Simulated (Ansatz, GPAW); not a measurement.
This is a calculation of Li (Lithium) for Ansatz 0.2.0. 

Contents of input.yaml:

```yaml
crystal:
  lattice:
    - [-1.75465, 1.75465, 1.75465]
    - [1.75465, -1.75465, 1.75465]
    - [1.75465, 1.75465, -1.75465]
  atoms:
    - { symbol: Li, position: [0.0, 0.0, 0.0] }
hamiltonian:
  xc: pbe
  pseudopotentials: { kind: paw }
kpoints:
  mp_grid: { grid: [11, 11, 11] }
scf:
  occupations: { method: gaussian, width: 0.014 }
output:
  forces: true
  stress: true
  eigenvalues: true
  write_density: true
  write_potential: true
  elf: true
  volumetric_format: npy
```

Potentials or basis: Ansatz PAW.

Run with:

```sh
$ ansatz run input.yaml --threads 2 --pin off --max-ram 5632MiB --backend cpu --events-out ev --progress --plain --runs-dir out
```

Q: Translate it to GPAW 26.7.0 (ASE script). Potentials or basis there: GPAW PAW data sets (gpaw-data 1.2.1), cutoff 800 eV.

A: As run (cutoffs and basis follow the program's own potentials, and thresholds, step limits or extra output files can differ):

File run.py:

```python
from ase.dft.bandgap import bandgap
from ase.io import read, write
from ase.units import GPa
from gpaw import GPAW, PW

atoms = read('POSCAR')

calc = GPAW(mode=PW(800),
            xc='PBE',
            kpts={'size': (11, 11, 11), 'gamma': True},
            occupations={'name': 'methfessel-paxton', 'order': 0, 'width': 0.014},
            nbands=6,
            convergence={'density': 1e-05, 'energy': 1e-05},
            maxiter=150,
            txt='gpaw.txt')
atoms.calc = calc
energy = atoms.get_potential_energy()
forces = atoms.get_forces()
stress = atoms.get_stress()
calc.write('gs.gpw')
write('result.traj', atoms)
print(f'Energy: {energy:.6f} eV')
print('Forces (eV/A):')
print(forces.round(4))
print('Stress (GPa):', (stress / GPa).round(3))
print('Fermi level:', round(calc.get_fermi_level(), 4), 'eV')
print(f'Gap: {bandgap(calc)[0]:.4f} eV, direct: {bandgap(calc, direct=True)[0]:.4f} eV')
```

Contents of POSCAR:

```
Li
1.0
   -1.7546500000      1.7546500000      1.7546500000
    1.7546500000     -1.7546500000      1.7546500000
    1.7546500000      1.7546500000     -1.7546500000
Li
1
Direct
    0.0000000000      0.0000000000      0.0000000000
```

Potentials or basis: GPAW PAW data sets (gpaw-data 1.2.1), pw.

Command:

```console
$ OMP_NUM_THREADS=1 python run.py
```

Both were run:

|  | Ansatz | GPAW |
| --- | --- | --- |
| Pressure | -0.8 GPa | -0.8 GPa |

Ansatz's pressure holds a Pulay term of +0.00 GPa for its cutoff of 420 eV, which the other run lacks.

The potentials hold 3 and 1 valence electrons a cell.

Where Ansatz's input types no cutoff or centring, it takes its own default and a Γ-centred mesh.

Pressure is positive in compression.
